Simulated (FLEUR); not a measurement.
# Sn (Im-3m) in FLEUR: convergence with k mesh

Aim: find how far k mesh must go before the results for Sn settle, at LDA. This setting moves, with any that are tied to it; all else stays.

Everything below comes from runs of FLEUR MaX-R8.1 (later development tree). Logs are shortened: lines on timing, memory, paths and dates and some standing lists are left out, and cuts for length are marked.

**1. Starting point**

It takes space group Im-3m (No. 229, cubic). The conventional cell has a = 3.789 Å, b = 3.789 Å, c = 3.789 Å, α = 90.00°, β = 90.00°, γ = 90.00°. Sn (site symmetry m-3m) is surrounded by 8 Sn at 3.28 Å.

This isn't the form of Sn at room conditions, which is tetragonal (white tin).

**2. With k mesh 2 × 2 × 2**

The input, inp.xml:

```xml
<?xml version="1.0" encoding="UTF-8" standalone="no"?>
<fleurInput fleurInputVersion="0.39">
   <comment>
      Sn                                                                                                  
   </comment>
   <calculationSetup>
      <cutoffs Kmax="4.1" Gmax="12.7" GmaxXC="12.7" numbands="0"/>
      <scfLoop itmax="60" minDistance="0.00001" maxIterBroyd="15" imix="Anderson" alpha="0.05" precondParam="0.0" spinf="2.0" sdNocoIR="T"/>
      <coreElectrons ctail="T" frcor="F" kcrel="0" coretail_lmax="0"/>
      <xcFunctional name="vwn" relativisticCorrections="F"/>
      <magnetism jspins="1"/>
      <soc l_soc="F" theta="0.0" phi="0.0" spav="F"/>
      <expertModes spex="0" secvar="F"/>
      <geometryOptimization l_f="T" forcealpha="1.0" forcemix="BFGS" epsdisp="0.0005" epsforce="0.0002"/>
      <ldaU l_linMix="F" mixParam="0.05" spinf="1.0"/>
   </calculationSetup>
   <cell>
      <bzIntegration valenceElectrons="22.0" mode="hist" fermiSmearingEnergy="0.00183747">
         <kPointListSelection listName="default-1"/>
         <!-- k-points included here -->
         <xi:include xmlns:xi="http://www.w3.org/2001/XInclude" href="kpts.xml"> </xi:include>
      </bzIntegration>
      <!-- symmetry operations included here -->
      <xi:include xmlns:xi="http://www.w3.org/2001/XInclude" href="sym.xml"> </xi:include>
      <bulkLattice scale="1.0">
         <bravaisMatrix>
            <row-1>   -3.5803730397631557     3.5803730397631557     3.5803730397631557</row-1>
            <row-2>    3.5803730397631557    -3.5803730397631557     3.5803730397631557</row-2>
            <row-3>    3.5803730397631557     3.5803730397631557    -3.5803730397631557</row-3>
         </bravaisMatrix>
      </bulkLattice>
   </cell>
   <atomSpecies>
      <species name="Tin (Sn)" element="Sn" atomicNumber="50">
         <mtSphere radius="2.66" gridPoints="879" logIncrement="0.015"/>
         <atomicCutoffs lmax="10" lnonsphr="10"/>
         <electronConfig flipSpins="F">
            <coreConfig>(1s1/2) (2s1/2) (2p1/2) (2p3/2) (3s1/2) (3p1/2) (3p3/2) (3d3/2) (3d5/2)</coreConfig>
            <valenceConfig>(4s1/2) (4p1/2) (4p3/2) (5s1/2) (4d3/2) (4d5/2) (5p1/2) (5p3/2)</valenceConfig>
            <stateOccupation state="(5p1/2)" spinUp="0.333333" spinDown="0.333333"/>
            <stateOccupation state="(5p3/2)" spinUp="0.666667" spinDown="0.666667"/>
         </electronConfig>
         <energyParameters s="5" p="5" d="4" f="4"/>
         <lo type="SCLO" l="0" n="4" eDeriv="0"/>
         <lo type="SCLO" l="1" n="4" eDeriv="0"/>
         <lo type="SCLO" l="1" n="4" eDeriv="1"/>
         <lo type="SCLO" l="2" n="4" eDeriv="2"/>
         <lo type="SCLO" l="3" n="4" eDeriv="2"/>
      </species>
   </atomSpecies>
   <atomGroups>
      <atomGroup species="Tin (Sn)">
         <relPos label="                   1">.0000000000 .0000000000 .0000000000</relPos>
         <force calculate="T" relaxXYZ="TTT"/>
      </atomGroup>
   </atomGroups>
   <output dos="F" band="F" slice="F">
      <checks vchk="F" cdinf="F"/>
      <bandDOS minEnergy="-.5*Htr" maxEnergy="0.5*Htr" sigma="0.015" storeEVData="T"/>
      <vacuumDOS vacdos="F" integ="F" star="F" nstars="0" locx1="0.0" locy1="0.0" locx2="0.0" locy2="0.0" nstm="0" tworkf="0.0"/>
      <unfoldingBand unfoldBand="F" supercellX="1" supercellY="1" supercellZ="1"/>
      <plotting iplot="0" polar="F">
         <plot TwoD="T" vec1="  1.0  0.0  0.0" vec2="  0.0  1.0  0.0" vec3="  0.0  0.0  1.0" zero="  0.0  0.0  0.0" file="plot"/>
      </plotting>
      <chargeDensitySlicing numkpt="0" minEigenval="0.0" maxEigenval="0.0" nnne="0" pallst="F"/>
      <specialOutput eonly="F"/>
      <moessbauerParams electricFieldGradient="T" isomerShift="T" coreHyperfine="T" valenceHyperfine="T"/>
      <magneticCircularDichroism mcd="F" energyLo="-10.0" energyUp="0.0"/>
   </output>
  <!-- We include the file relax.xml here to enable relaxations (see documentation) -->
  <xi:include xmlns:xi="http://www.w3.org/2001/XInclude" href="relax.xml"> <xi:fallback/> </xi:include>
</fleurInput>
```

The input, crystal.txt:

```
Sn
&input cartesian=F /
-1.8946518192  1.8946518192  1.8946518192
1.8946518192  -1.8946518192  1.8946518192
1.8946518192  1.8946518192  -1.8946518192
1.8897261246
1.0 1.0 1.0

1
50 0.0000000000  0.0000000000  0.0000000000

&kpt div1=2 div2=2 div3=2 gamma=T /
```

Potentials or basis: all-electron, FLAPW.

The run is started by

```bash
inpgen -f crystal.txt -profile fastHighL
# inp.xml edited to the form shown
fleur_MPI
```

Wall time 4.1 s (1 thread of Arm Neoverse V1, shared host); peak memory 0.05 GiB.

Results:

- Free energy: -167999.0749 eV
- Band gap on the k mesh: none (metal or under the smearing width)
- Valence electrons inside the program's atomic spheres: Sn 20.23 (radii Sn 2.66 bohr)

**3. With k mesh 4 × 4 × 4**

inp.xml is that of step 2.

crystal.txt: that of step 2 with these lines changed.

```diff
@@ -11,2 +11,2 @@
 
-&kpt div1=2 div2=2 div3=2 gamma=T /
+&kpt div1=4 div2=4 div3=4 gamma=T /
```

Potentials or basis: all-electron, FLAPW.

The run is started by

```bash
inpgen -f crystal.txt -profile fastHighL
# inp.xml edited to the form shown
fleur_MPI
```

Wall time 6.5 s (1 thread of Arm Neoverse V1, shared host); peak memory 0.05 GiB.

What came out:

```yaml
Free_energy: -167997.2632 eV
Valence_electrons_inside_the_program's_atomic_spheres: Sn 20.20 (radii Sn 2.66 bohr)
```

**4. With k mesh 6 × 6 × 6**

inp.xml is that of step 3.

crystal.txt: that of step 3 with these lines changed.

```diff
@@ -11,2 +11,2 @@
 
-&kpt div1=4 div2=4 div3=4 gamma=T /
+&kpt div1=6 div2=6 div3=6 gamma=T /
```

The run is started by

```bash
inpgen -f crystal.txt -profile fastHighL
# inp.xml edited to the form shown
fleur_MPI
```

Run time: 10 s. Hardware: 1 thread of Arm Neoverse V1, shared host; peak memory 0.05 GiB.

Results:

```
Free energy                                           : -167997.4202 eV
Band gap on the k mesh                                : none (metal or under the smearing width)
Valence electrons inside the program's atomic spheres : Sn 20.20 (radii Sn 2.66 bohr)
```

**5. With k mesh 7 × 7 × 7**

inp.xml is that of step 4.

crystal.txt: that of step 4 with these lines changed.

```diff
@@ -11,2 +11,2 @@
 
-&kpt div1=6 div2=6 div3=6 gamma=T /
+&kpt div1=7 div2=7 div3=7 gamma=T /
```

The run is started by

```bash
inpgen -f crystal.txt -profile fastHighL
# inp.xml edited to the form shown
fleur_MPI
```

It took 12 s on 1 thread of Arm Neoverse V1, shared host; peak memory 0.05 GiB.

Results:

```
Free energy                                           : -167997.4235 eV
Band gap on the k mesh                                : none (metal or under the smearing width)
Valence electrons inside the program's atomic spheres : Sn 20.21 (radii Sn 2.66 bohr)
```

**6. With k mesh 8 × 8 × 8**

inp.xml is that of step 5.

crystal.txt: that of step 5 with these lines changed.

```diff
@@ -11,2 +11,2 @@
 
-&kpt div1=7 div2=7 div3=7 gamma=T /
+&kpt div1=8 div2=8 div3=8 gamma=T /
```

Potentials or basis: all-electron, FLAPW.

The run is started by

```bash
inpgen -f crystal.txt -profile fastHighL
# inp.xml edited to the form shown
fleur_MPI
```

Run time: 17 s. Hardware: 1 thread of Arm Neoverse V1, shared host; peak memory 0.05 GiB.

What came out:

* Free energy: -167997.3806 eV
* Band gap on the k mesh: none (metal or under the smearing width)
* Valence electrons inside the program's atomic spheres: Sn 20.21 (radii Sn 2.66 bohr)

**7. With k mesh 10 × 10 × 10**

inp.xml is that of step 6.

crystal.txt: that of step 6 with these lines changed.

```diff
@@ -11,2 +11,2 @@
 
-&kpt div1=8 div2=8 div3=8 gamma=T /
+&kpt div1=10 div2=10 div3=10 gamma=T /
```

The run is started by

```bash
inpgen -f crystal.txt -profile fastHighL
# inp.xml edited to the form shown
fleur_MPI
```

It took 25 s on 1 thread of Arm Neoverse V1, shared host; peak memory 0.05 GiB.

What came out:

* Free energy: -167997.3799 eV
* Band gap on the k mesh: none (metal or under the smearing width)
* Valence electrons inside the program's atomic spheres: Sn 20.20 (radii Sn 2.66 bohr)

**8. With k mesh 12 × 12 × 12**

inp.xml is that of step 7.

crystal.txt: that of step 7 with these lines changed.

```diff
@@ -11,2 +11,2 @@
 
-&kpt div1=10 div2=10 div3=10 gamma=T /
+&kpt div1=12 div2=12 div3=12 gamma=T /
```

The run is started by

```bash
inpgen -f crystal.txt -profile fastHighL
# inp.xml edited to the form shown
fleur_MPI
```

It took 37 s on 1 thread of Arm Neoverse V1, shared host; peak memory 0.05 GiB.

What came out:

```
Free energy                                           : -167997.3947 eV
Band gap on the k mesh                                : none (metal or under the smearing width)
Valence electrons inside the program's atomic spheres : Sn 20.20 (radii Sn 2.66 bohr)
```

**9. With k mesh 15 × 15 × 15**

inp.xml is that of step 8.

crystal.txt: that of step 8 with these lines changed.

```diff
@@ -11,2 +11,2 @@
 
-&kpt div1=12 div2=12 div3=12 gamma=T /
+&kpt div1=15 div2=15 div3=15 gamma=T /
```

Potentials or basis: all-electron, FLAPW.

The run is started by

```bash
inpgen -f crystal.txt -profile fastHighL
# inp.xml edited to the form shown
fleur_MPI
```

Output:

```text
Welcome to FLEUR        (www.flapw.de)
      MaX-Release 8.1          (www.max-centre.eu)

 ========== k-point set info ==========
 Selected k-point list: default-1
 k-point list type: mesh
 15 x 15 x 15
 Number of k points: 120

 ------------Calculation Setup---------------------------
 Number of MPI-tasks      :            1
 Number of PE/node        :            1
 Number of OMP-threads    :            1
 Most efficient MPI parallelization for:
           1           2           3           4           5           6           8          10          12          15          20          24          30          40          60         120
 Additional eigenvalue parallelization possible
 Number of basis functions:          271
 Approximate size of matrices (H+S) per k-point:         0.001 GB
 --------------------------------------------------------
 Iteration:     1   Distance:       4.34252624 me/bohr^3
 Iteration:     2   Distance:       4.04906049 me/bohr^3
 Iteration:     3   Distance:       1.45048821 me/bohr^3
 Iteration:     4   Distance:       0.11787749 me/bohr^3
 Iteration:     5   Distance:       0.10532933 me/bohr^3
 Iteration:     6   Distance:       0.01253792 me/bohr^3
 Iteration:     7   Distance:       0.00157131 me/bohr^3
 Iteration:     8   Distance:       0.00118660 me/bohr^3
 Iteration:     9   Distance:       0.00003511 me/bohr^3
 Iteration:    10   Distance:       0.00004890 me/bohr^3
 Iteration:    11   Distance:       0.00000331 me/bohr^3

 ********************************************************************
 Run finished successfully
 Stop message:
   Structural relaxation: Done
 ********************************************************************
```

out.xml (last iteration):

```text
<iteration numberForCurrentRun="   12" overallNumber="   12">
         <energyParameters units="Htr">
            <atomicEP atomType="1" spin="1" branch="5s" branchLowest="-4.47" branchHighest="0.66" value="-0.0040013681"/>
            <atomicEP atomType="1" spin="1" branch="5p" branchLowest="-2.85" branchHighest="1.26" value="0.2216831512"/>
            <atomicEP atomType="1" spin="1" branch="4d" branchLowest="-16.95" branchHighest="-0.48" value="-0.4980039531"/>
            <atomicEP atomType="1" spin="1" branch="4f" branchLowest="-9.99" branchHighest="1.79" value="0.5795678571"/>
            <loAtomicEP atomType="1" spin="1" branch="4s" branchLowest="-30.55" branchHighest="-4.47" value="-4.4692611134"/>
            <loAtomicEP atomType="1" spin="1" branch="4p" branchLowest="-25.20" branchHighest="-2.85" value="-2.8574208841"/>
            <loAtomicEP atomType="1" spin="1" branch="4p" branchLowest="-25.20" branchHighest="-2.85" value="-2.8574208841"/>
            <loAtomicEP atomType="1" spin="1" branch="4d" branchLowest="-16.95" branchHighest="-0.48" value="-0.5108109012"/>
            <loAtomicEP atomType="1" spin="1" branch="4f" branchLowest="-9.99" branchHighest="1.79" value="0.5795695132"/>
         </energyParameters>
         <eigenvalues>
            <eigenvaluesAt spin="1" ikpt="1" k_x="0.00000000" k_y="0.00000000" k_z="0.00000000">
                      -4.4692668758       -2.8487680602       -2.8487680602       -2.8487680602       -0.5162379219
                      -0.5162379219       -0.5162379219       -0.5110614014       -0.5110614014       -0.1367138984
                       0.5586460680        0.5586460680        0.5586460680        0.7202361074        0.7202361074
                       0.7202361074        0.7450412928        0.7450412928
            </eigenvaluesAt>
            <eigenvaluesAt spin="1" ikpt="2" k_x="0.00000000" k_y="0.00000000" k_z="0.06666667">
                      -4.4692665835       -2.8487734507       -2.8487703392       -2.8487678898       -0.5163116133
                      -0.5161293151       -0.5158905221       -0.5111453097       -0.5110719803       -0.1331675713
                       0.5284669561        0.5449774709        0.5542153934        0.6817256351        0.6922537215
                       0.7123471860        0.7635898511        0.7653282889
            </eigenvaluesAt>
            <eigenvaluesAt spin="1" ikpt="3" k_x="0.00000000" k_y="0.00000000" k_z="0.13333333">
                      -4.4692657435       -2.8487884522       -2.8487766848       -2.8487674022       -0.5165200113
                      -0.5158425430       -0.5148995236       -0.5113641334       -0.5111007590       -0.1225196728
                       0.4608126720        0.5148346569        0.5415408201        0.6462197699        0.6604251022
                       0.7066315283        0.7777361164        0.8083448290
            </eigenvaluesAt>
[... 15 lines left out ...]
            <totalCharge value="22.0000000000"/>
         </valenceDensity>
         <coreStates atomType="     1" atomicNumber=" 50" spin="1" kinEnergy="   6214.8936603797" eigValSum="  -3694.7974838493" lostElectrons=" 0.000000">
            <state n="1" l="0" j="0.5" energy="-1063.8817902861" weight="1.0000000000"/>
            <state n="2" l="0" j="0.5" energy="-160.2281770007" weight="1.0000000000"/>
            <state n="2" l="1" j="0.5" energy="-149.7216425961" weight="1.0000000000"/>
            <state n="2" l="1" j="1.5" energy="-141.2576039702" weight="2.0000000000"/>
            <state n="3" l="0" j="0.5" energy="-30.5493325173" weight="1.0000000000"/>
            <state n="3" l="1" j="0.5" energy="-26.2748338479" weight="1.0000000000"/>
            <state n="3" l="1" j="1.5" energy="-24.7294883496" weight="2.0000000000"/>
            <state n="3" l="2" j="1.5" energy="-17.1453803583" weight="2.0000000000"/>
            <state n="3" l="2" j="2.5" energy="-16.8260067734" weight="3.0000000000"/>
         </coreStates>
         <allElectronCharges>
            <spinDependentCharge spin="1" total="50.0000000" interstitial="1.7960118" mtSpheres="48.2039882"/>
            <totalCharge value="49.9999999999"/>
         </allElectronCharges>
         <moessbauerParams unitsHFF="kG" unitsIS="e/bohr^3" unitsEFG="Htr/bohr^2">
            <coreIsomerShift atomType="1" isTotal="192846.82089">
               <shell n="1" l="0" isomerShift="168669.21807"/>
               <shell n="2" l="0" isomerShift="19765.15062"/>
               <shell n="2" l="1" isomerShift="476.23595"/>
               <shell n="3" l="0" isomerShift="3836.31491"/>
               <shell n="3" l="1" isomerShift="99.90132"/>
               <shell n="3" l="2" isomerShift="0.00002"/>
            </coreIsomerShift>
            <isomerShift atomType="1" nucleusRadius="0.0001161" averageDensity="193708.00335"/>
            <electricFieldGradient atomType="1" VXX="0.00000" VYY="0.00000" VZZ="0.00000" asymParam="0.00000">
            </electricFieldGradient>
         </moessbauerParams>
         <totalEnergy                                    value="    -6173.7900155634" units="Htr">
            <sumOfEigenvalues                            value="    -3725.5457949567">
               <coreElectrons value="-3694.7974838493"/>
               <valenceElectrons value="-30.7483111074"/>
            </sumOfEigenvalues>
            <densityCoulombPotentialIntegral value="-10011.3582908827"/>
            <densityEffectivePotentialIntegral value="-10223.5143054694"/>
            <chargeDenXCDenIntegral value="-159.9846523378"/>
            <FockExchangeEnergyValence value="0.0000000000"/>
            <FockExchangeEnergyCore value="0.0000000000"/>
            <atomTypeDependentContributions atomType="1">
               <electronNucleiInteractionDifferentMTs value="7482.9396594701"/>
               <MadelungTerm value="-23.1550688269"/>
            </atomTypeDependentContributions>
            <tkbTimesEntropy value="0.0002291423"/>
            <freeEnergy value="-6173.7902447057"/>
            <extrapolationTo0K value="-6173.7901301346"/>
         </totalEnergy>
         <totalForcesOnRepresentativeAtoms units="Htr/bohr">
            <forceTotal atomType="1" x="0.000000" y="0.000000" z="0.000000" F_x="0.00000000" F_y="0.00000000" F_z="0.00000000"/>
         </totalForcesOnRepresentativeAtoms>
      </iteration>
```

Wall time 59 s (1 thread of Arm Neoverse V1, shared host); peak memory 0.05 GiB.

What came out:

```
Free energy                                           : -167997.3910 eV
Band gap on the k mesh                                : none (metal or under the smearing width)
Valence electrons inside the program's atomic spheres : Sn 20.20 (radii Sn 2.66 bohr)
```

**10. Result**

```csv
k mesh,"energy less the tightest run, at zero smearing (meV/atom)",SCF cycles,CPU time (s),peak memory (GiB)
2 × 2 × 2,-1675.09,12,4.1,0.05
4 × 4 × 4,124.65,12,6.5,0.05
6 × 6 × 6,-30.79,12,10,0.05
7 × 7 × 7,-32.01,12,12,0.05
8 × 8 × 8,11.64,12,17,0.05
10 × 10 × 10,11.64,12,25,0.05
12 × 12 × 12,-4.79,12,37,0.05
15 × 15 × 15,0.00,12,59,0.05
```

Not settled before the last step: the energy (to 1 meV/atom). Meshes of other sizes hit other points, so gaps and Fermi surfaces needn't settle smoothly. The tightest run that finished is the yardstick and may itself not be fully converged.
